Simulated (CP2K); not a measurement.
**In under changes of volume**

One of the cells (26.686 Å³/atom); the others are scaled copies at fixed shape and fractional positions:

```xyz
1
Lattice="3.2606 0.0000 0.0000 -1.0869 3.0742 0.0000 -1.0869 -1.5371 2.6623" Properties=species:S:1:pos:R:3 pbc="T T T"
In    0.0000    0.0000    0.0000
```

This isn't the form of In at room conditions, which is tetragonal.

```yaml
Program: CP2K 2026.2
Functional: LDA
Potentials_or_basis: GTH_POTENTIALS In GTH-PADE-q13; TZVP-MOLOPT-PBE-GTH basis
Density_cutoff: 6123 eV
k_mesh: 10 × 10 × 10
Occupations: fermi-dirac, width 0.1 eV
Spin: no spin polarisation
```

| volume (Å³/atom) | energy over the lowest point (meV/atom) | pressure (GPa) |
| --- | --- | --- |
| 25.085 | 0.00 | -0.1 |
| 25.618 | 2.00 | -1.1 |
| 26.152 | 6.91 | -1.9 |
| 26.686 | 14.38 | -2.6 |
| 27.220 | ? | ? |
| 27.753 | 35.84 | -3.8 |
| 28.287 | 49.33 | -4.3 |

Question: What does the run at 27.220 Å³/atom give?

Answer: Energy over the lowest point 24.11 meV/atom; pressure -3.2 GPa.

Worked out: A Birch-Murnaghan fit of order 3 (a polynomial in V^(-2/3)) to the other rows has its minimum at 25.02 Å³/atom, just outside them, with B0 = V·E''(V) = 47 GPa and B' = 4.9. It gives 24.12 meV/atom at 27.220 Å³/atom, against the run's 24.11, and -dE/dV = -3.2 GPa, against -3.2.

Energies are extrapolated to zero smearing.

Caveats: the basis of atomic orbitals isn't converged, which shifts pressures, moduli and gaps.
